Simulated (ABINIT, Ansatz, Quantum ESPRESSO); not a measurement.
**The equilibrium volume of 7 crystals: PBE beside LDA**

Computed equilibrium volume (Å³/atom) at each level. Volumes are each level's own minimum, from an equation of state or a relaxation of the cell. Not every cell is the stable form of its formula. Spin polarisation and spin-orbit coupling are off unless named.

- PBE: Quantum ESPRESSO (SSSP 1.3 efficiency PBE) for PtAl2, AuAl2, KBr, KI, Sr; Ansatz (all-electron LAPW, scalar-relativistic) for CaO; ABINIT (PseudoDojo NC SR PBE v0.4.1 standard) for Ca; cutoffs 748 to 925 eV for plane waves; k meshes of 216 to 1000 points
- LDA: Quantum ESPRESSO (JTH 2.0 LDA) for AuAl2, KBr, KI, Sr; Ansatz (all-electron LAPW, scalar-relativistic) for CaO, PtAl2; ABINIT (JTH PAW LDA v2.0) for Ca; cutoffs 490 to 707 eV for plane waves; k meshes of 64 to 1000 points

```csv
crystal,PBE,LDA
CaO (Fm-3m),14.092,13.046
PtAl2 (Fm-3m),17.513,16.714
AuAl2 (Fm-3m),18.510,17.548
KBr (Fm-3m),37.668,32.480
Ca (Fm-3m),41.956,37.924
KI (Fm-3m),46.298,39.752
Sr (Fm-3m),54.739,48.368
```

Q: How do the values move from PBE?

A: LDA lies below PBE in 7 of 7 crystals, with a median shift of -9.6 % (-14.1 % for KI to -4.6 % for PtAl2). The figures use the values as printed. Spin-orbit coupling, where left out, moves volumes and moduli of the heaviest elements a little. Meshes of this size aren't converged for the metals. LDA stands for any of its common fits to the electron gas. Columns can differ in programs, potentials, basis sets, cutoffs, meshes, task and smearing within a row, which adds scatter of its own. Where several set-ups ran one level, the entry is one near their median; a run lay far from it for Sr.
